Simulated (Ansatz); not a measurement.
Geometry optimisation in Ansatz: input, command and trajectory.

```yaml
crystal:
  lattice:
    - [3.0589306098, 0.0, 0.0]
    - [0.0, 3.0589306098, 0.0]
    - [0.0, 0.0, 8.5241813964]
  atoms:
    - { symbol: Al, position: [0.5, 0.5, 0.1583449772] }
    - { symbol: Al, position: [0.0, 0.0, 0.3416550228] }
    - { symbol: Al, position: [0.0, 0.0, 0.6583449772] }
    - { symbol: Al, position: [0.5, 0.5, 0.8416550228] }
    - { symbol: Ru, position: [0.0, 0.0, 0.0] }
    - { symbol: Ru, position: [0.5, 0.5, 0.5] }
basis:
  ecutwfc: 420
kpoints:
  mp_grid: { grid: [12, 12, 4] }
hamiltonian:
  xc: pbesol
scf:
  occupations: { method: gaussian, width: 0.1 }
output:
  forces: true
  stress: true
  eigenvalues: true
relax:
  adjacent_minimum: "off"
  f_tol: 0.008
  max_steps: 40
  cell: { stress_tol: 0.015, fix: [a, b, gamma] }
```

```bash
ansatz run input.yaml --threads 1 --pin off --max-ram 2560MiB --backend cpu --events-out ev --progress --plain --runs-dir out
```

Method: DFT PBEsol, scalar-relativistic, plane waves, PAW (Ansatz 0.2.0).

Of 5 frames 4 are shown, positions in Å and forces in eV/Å; the SCF threshold varies from step to step. Steps run on the plane waves of an earlier cell, with a Pulay correction in the pressure. The basis is chosen afresh for the last frame, the zero of the energies, and at times for earlier ones too; energy and pressure step there, also at an unchanged geometry.

```xyz
6
Lattice="3.0589 0.0000 0.0000 0.0000 3.0589 0.0000 0.0000 0.0000 8.5242" Properties=species:S:1:pos:R:3:forces:R:3 pbc="T T T" step=1 free_energy_over_end_meV_per_atom=0.43 pressure_GPa=5.65
Al    1.5295    1.5295    1.3498    0.0000    0.0000   -0.0562
Al    0.0000    0.0000    2.9123    0.0000    0.0000    0.0562
Al    0.0000    0.0000    5.6119    0.0000    0.0000   -0.0562
Al    1.5295    1.5295    7.1744    0.0000    0.0000    0.0562
Ru    0.0000    0.0000    0.0000    0.0000    0.0000    0.0000
Ru    1.5295    1.5295    4.2621    0.0000    0.0000    0.0000
6
Lattice="3.0589 0.0000 0.0000 0.0000 3.0589 0.0000 0.0000 0.0000 8.5705" Properties=species:S:1:pos:R:3:forces:R:3 pbc="T T T" step=2 free_energy_over_end_meV_per_atom=0.05 pressure_GPa=4.70
Al    1.5295    1.5295    1.3526    0.0000    0.0000   -0.0331
Al    0.0000    0.0000    2.9327    0.0000    0.0000    0.0331
Al    0.0000    0.0000    5.6378    0.0000    0.0000   -0.0331
Al    1.5295    1.5295    7.2179    0.0000    0.0000    0.0331
Ru    0.0000    0.0000    0.0000    0.0000    0.0000    0.0000
Ru    1.5295    1.5295    4.2852    0.0000    0.0000    0.0000
6
Lattice="3.0589 0.0000 0.0000 0.0000 3.0589 0.0000 0.0000 0.0000 8.5735" Properties=species:S:1:pos:R:3:forces:R:3 pbc="T T T" step=3 free_energy_over_end_meV_per_atom=0.03 pressure_GPa=4.70
Al    1.5295    1.5295    1.3510    0.0000    0.0000    0.0039
Al    0.0000    0.0000    2.9357    0.0000    0.0000   -0.0039
Al    0.0000    0.0000    5.6377    0.0000    0.0000    0.0039
Al    1.5295    1.5295    7.2224    0.0000    0.0000   -0.0039
Ru    0.0000    0.0000    0.0000    0.0000    0.0000    0.0000
Ru    1.5295    1.5295    4.2867    0.0000    0.0000    0.0000
6
Lattice="3.0589 0.0000 0.0000 0.0000 3.0589 0.0000 0.0000 0.0000 8.5738" Properties=species:S:1:pos:R:3:forces:R:3 pbc="T T T" step=5 free_energy_over_end_meV_per_atom=0.00 pressure_GPa=4.69
Al    1.5295    1.5295    1.3512    0.0000    0.0000    0.0000
Al    0.0000    0.0000    2.9357    0.0000    0.0000    0.0000
Al    0.0000    0.0000    5.6381    0.0000    0.0000    0.0000
Al    1.5295    1.5295    7.2226    0.0000    0.0000    0.0000
Ru    0.0000    0.0000    0.0000    0.0000    0.0000    0.0000
Ru    1.5295    1.5295    4.2869    0.0000    0.0000    0.0000
```

Time: 51 s on 1 thread of Arm Neoverse V2, with other jobs on the host, peak memory 0.43 GiB.